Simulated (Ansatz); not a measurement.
We consider GeTe (R3m, No. 160, 2 atoms in the cell), described by PBEsol (PAW; Ansatz, a first-principles code).

Run with plane-wave cutoff 520 eV, 10×10×10 k mesh, Fermi–Dirac smearing 0.01 eV, scalar-relativistic PAW data made under PBE.

Cell (relaxed at this level):

```cif
data_GeTe
_chemical_formula_sum 'Ge1 Te1'
_space_group_name_H-M_alt 'P 1'
_space_group_IT_number 1
_cell_length_a 4.23595
_cell_length_b 4.23595
_cell_length_c 4.23595
_cell_angle_alpha 58.850
_cell_angle_beta 58.850
_cell_angle_gamma 58.850
loop_
_space_group_symop_operation_xyz
  'x, y, z'
loop_
_atom_site_label
_atom_site_type_symbol
_atom_site_fract_x
_atom_site_fract_y
_atom_site_fract_z
_atom_site_occupancy
Ge1 Ge 0.99883 0.99883 0.99883 1
Te1 Te 0.52218 0.52218 0.52218 1
```

**Question.** Give the computed band gap, Γ–Γ gap and bulk modulus.

**Answer.** 
- band gap: 0.51 eV (on the SCF k mesh)
- Γ–Γ gap: 4.86 eV
- bulk modulus: 43.8 GPa

Note: the relaxation could not lower the start's symmetry, so the cell can be a saddle point above a distorted one; the bulk modulus is −V dP/dV from two relaxed cells at ±2 % in volume.

Spin–orbit coupling is not included; with these elements it can move the gap by several tenths of an eV or more.

It cost very roughly 2.8 core-minutes of CPU time.
